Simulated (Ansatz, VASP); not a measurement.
# In in VASP and in Ansatz

The input INCAR:

```
ALGO = Normal
EDIFF = 1E-7
ENCUT = 520
ISIF = 2
ISMEAR = 0
LASPH = True
LCHARG = True
LELF = True
LREAL = False
LVHAR = True
LWAVE = False
NBANDS = 12
NELM = 80
PREC = Accurate
SIGMA = 0.1
```

Contents of KPOINTS:

```
k-points
0
Gamma
  6 6 6
```

The input POSCAR:

```
In
1.0
   -1.8825252400      1.8825252400      1.8825252400
    1.8825252400     -1.8825252400      1.8825252400
    1.8825252400      1.8825252400     -1.8825252400
In
1
Direct
    0.0000000000      0.0000000000      0.0000000000
```

Input for Ansatz:

```yaml
crystal:
  lattice:
    - [-1.88252524, 1.88252524, 1.88252524]
    - [1.88252524, -1.88252524, 1.88252524]
    - [1.88252524, 1.88252524, -1.88252524]
  atoms:
    - { symbol: In, position: [0.0, 0.0, 0.0] }
basis:
  ecutwfc: 420
kpoints:
  mp_grid: { grid: [6, 6, 6] }
hamiltonian:
  xc: lda
scf:
  occupations: { method: gaussian, width: 0.1 }
output:
  forces: true
  stress: true
  eigenvalues: true
```

This isn't the form of In at room conditions, which is tetragonal.

Alike in both runs: task single point; functional LDA; k mesh 6 × 6 × 6; occupations gaussian, width 0.1 eV; no spin polarisation.

|  | VASP | Ansatz |
| --- | --- | --- |
| version | VASP 6.6.1 | Ansatz 0.2.0 |
| potentials or method | VASP PAW LDA potentials, release 64 (In_d) | scalar-relativistic, plane waves, PAW |
| plane-wave cutoff (eV) | 520 | 420 |
| valence electrons in the cell | 13 | 13 |

|  | VASP | Ansatz | Ansatz less VASP |
| --- | --- | --- | --- |
| gap on the k mesh at the Fermi level (eV) | none | none | - |
| pressure (GPa) | -3.7 | -3.8 | -0.01 |

A gap of «none» marks a metal or a gap that the smearing closes.

Caveats: the k mesh is coarse (spacing up to 0.39 Å⁻¹), so the values aren't converged.
